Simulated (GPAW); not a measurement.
Cu:

```xyz
1
Lattice="0.0000 1.8075 1.8075 1.8075 0.0000 1.8075 1.8075 1.8075 0.0000" Properties=species:S:1:pos:R:3 pbc="T T T"
Cu    0.0000    0.0000    0.0000
```

| Quantity | Value |
| --- | --- |
| Program | GPAW 26.7.0 |
| Task | relaxation of cell and atoms |
| Functional | PBE |
| Dispersion | D4 |
| Potentials or basis | GPAW PAW data sets (gpaw-data 1.2.1) |
| Cutoff | 600 eV |
| Basis | pw |
| k mesh | 13 × 13 × 13 |
| Occupations | fermi-dirac, width 0.05 eV |
| Spin | no spin polarisation |

At the start: pressure -4.0 GPa; volume 11.81 Å³/atom.

Task: Where does the relaxation end?

Result: Over 3 steps the energy falls by 3.5 meV/atom and the volume is 11.50 Å³/atom (-2.6 %); space group Fm-3m (No. 225, to 0.05 Å).

Step by step:
```
step  energy change (eV)  largest force (eV/Å)  pressure (GPa)  volume (Å³)
   1              0.0000                0.0000           -3.97        11.81
   2             -0.0026                0.0000           -2.14        11.66
   3             -0.0035                0.0000            0.09        11.50
```

Final structure:
```
Cu
1.0
     0.00000    1.79145    1.79145
     1.79145    0.00000    1.79145
     1.79145    1.79145    0.00000
Cu
1
Direct
  0.00000 0.00000 0.00000
```

Caveat: with this Cu data set, volumes or pressures lay over 1.5 % or 2 GPa off other programs in two to four cells of ten; later steps reuse the first step's grids; pairwise dispersion overbinds metals, which lowers pressure and volume.
